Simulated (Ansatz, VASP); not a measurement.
This is a calculation of MgO for Ansatz 0.2.0.

The input input.yaml:

```yaml
crystal:
  lattice:
    - [0.0, 2.0970013927, 2.0970013927]
    - [2.0970013927, 0.0, 2.0970013927]
    - [2.0970013927, 2.0970013927, 0.0]
  atoms:
    - { symbol: Mg, position: [0.0, 0.0, 0.0] }
    - { symbol: O, position: [0.5, 0.5, 0.5] }
kpoints:
  mp_grid: { grid: [11, 11, 11] }
scf:
  occupations: { method: gaussian, width: 0.026 }
hamiltonian:
  xc: pbe
  pseudopotentials: { kind: all_electron, lapw: { basis_error: 0.001 } }
output:
  forces: true
  stress: true
  eigenvalues: true
```

Potentials or basis: all-electron LAPW, scalar-relativistic.

Launch:

```console
$ ansatz run input.yaml --threads 1 --pin off --max-ram 3072MiB --backend cpu --events-out ev --progress --plain --runs-dir out
```

Task: Translate it to VASP 6.6.1. Potentials there: VASP PAW PBE potentials, release 64 (Mg, O).

Result: As run (the cutoff follows the program's own potentials):

INCAR

```
PREC     = Accurate       # precision mode
ENCUT    = 520            # plane-wave cutoff, eV
EDIFF    = 1E-7           # SCF threshold, eV
ISMEAR   = 0              # smearing method
SIGMA    = 0.026000000000000002 # smearing width, eV
LREAL    = False          # projectors in reciprocal space
LASPH    = True           # aspherical terms in the spheres
NELM     = 60             # most SCF steps
ALGO     = Normal         # electronic algorithm
ISIF     = 2              # what is computed and relaxed
LWAVE    = False          # write WAVECAR
LCHARG   = False          # write CHGCAR
GGA      = PE             # functional
NBANDS   = 11             # bands
```

The input KPOINTS:

```
regular mesh
0
Gamma
  11 11 11
```

The input POSCAR:

```
MgO
1.0
    0.0000000000      2.0970013927      2.0970013927
    2.0970013927      0.0000000000      2.0970013927
    2.0970013927      2.0970013927      0.0000000000
Mg O
1 1
Direct
    0.0000000000      0.0000000000      0.0000000000
    0.5000000000      0.5000000000      0.5000000000
```

Potentials or basis: VASP PAW PBE potentials, release 64 (Mg, O).

The run is started by

```console
$ cat potpaw_PBE.64/Mg/POTCAR potpaw_PBE.64/O/POTCAR > POTCAR
$ mpirun -np 1 vasp_std > vasp.out
```

Both were run:

|  | VASP | Ansatz | Ansatz less VASP |
| --- | --- | --- | --- |
| gap on the k mesh at the Fermi level (eV) | 4.85 | 4.86 | +0.011 |
| least direct gap on the mesh (eV) | 4.85 | 4.86 | +0.011 |
| pressure (GPa) | 6.2 | 7.0 | +0.78 |

Ansatz ran all-electron here, so the differences hold the error of VASP's frozen core and of both bases.

PBE gaps usually lie below the measured ones, often by a third to a half.
